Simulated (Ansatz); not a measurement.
Calculated with Ansatz (gas phase, PBE0-D4/def2-TZVP geometries, no zero-point term in ΔE). CBS: MP2 limit from def2 TZ/QZ plus the TZ coupled-cluster correction, frozen cores. This one scheme is used for every species. Functionals use def2-TZVPP. B3LYP here is the variant with VWN-RPA as its local correlation; programs differ in this. HSE06 is defined as in plane-wave codes. No spin–orbit coupling; open shells (•) take unrestricted orbitals. For Ge outer-core shells are correlated without core-valence functions, which leaves a few kJ/mol of doubt a bond. Scalar relativity is left out up to krypton.

Consider the hydrogen abstraction from the Si–H bond: `[SiH3][GeH2][SiH3]` + `F[C](F)F`• → `[SiH2][GeH2][SiH3]`• + `FC(F)F`.

`[SiH3][GeH2][SiH3]`:

Cartesian coordinates in Å:
```
Si 0.157 -0.127 1.985
Ge -0.315 0.919 -0.098
Si 0.082 -0.570 -1.910
H 1.577 -0.566 2.015
H -0.713 -1.321 2.155
H -0.082 0.806 3.117
H -1.784 1.382 -0.122
H 0.568 2.172 -0.258
H -0.216 0.082 -3.212
H -0.779 -1.774 -1.767
H 1.506 -1.001 -1.903
```

`F[C](F)F`•:

```xyz
4

F    -1.250    0.099    0.077
C     0.050    0.146    0.252
F     0.640    0.812   -0.713
F     0.559   -1.057    0.385
```

`[SiH2][GeH2][SiH3]`•:

Cartesian coordinates in Å:
```
Si 0.418 -1.249 -1.746
Ge 0.676 0.560 -0.234
Si -1.106 0.561 1.342
H 0.317 -2.565 -1.057
H 1.460 -1.318 -2.807
H 2.028 0.470 0.508
H 0.674 1.876 -1.034
H -1.119 -0.730 2.079
H -2.402 0.722 0.633
H -0.946 1.672 2.317
```

`FC(F)F`:

Cartesian coordinates in Å:
```
F 0.189 -1.249 0.352
C -0.011 0.001 -0.059
F -1.037 0.510 0.620
F 1.076 0.717 0.218
H -0.217 0.021 -1.132
```

```tsv
level	ΔE (kcal/mol)	difference from CCSD(T)/CBS
ωB97X-V	-17.1	2.6
ωB97M-V	-18.7	1.0
B2PLYP	-18.3	1.4
PBE-QIDH	-19.4	0.3
revPBE	-17.8	1.9
r2SCAN	-17.5	2.2
PBE0	-18.8	0.9
B3LYP	-17.6	2.1
HSE06	-18.8	0.9
CAM-B3LYP	-17.5	2.2
HF/def2-SVP	-16.6	3.1
MP2/def2-SVP	-20.2	-0.5
CCSD(T)/def2-TZVPP	-19.9	-0.2
HF/CBS(def2)	-15.0	4.7
MP2/CBS(def2)	-20.7	-1.0
CCSD/CBS(def2)	-19.6	0.1
CCSD(T)/CBS	-19.7	0
```

Largest T1 diagnostic among the species: 0.014.

In def2-TZVPP, CCSD(T) changes the Hartree–Fock value by −4.7 kcal/mol (the triples alone add −0.2 kcal/mol) and MP2 by −5.6 kcal/mol. From BLYP to BHLYP (50 % exact exchange), in def2-TZVPP and without D4, ΔE moves by −0.7 kcal/mol.

CCSD(T)/CBS has its own doubt, a few kJ/mol and more with outer-core shells, so smaller differences from it don't rank the levels.
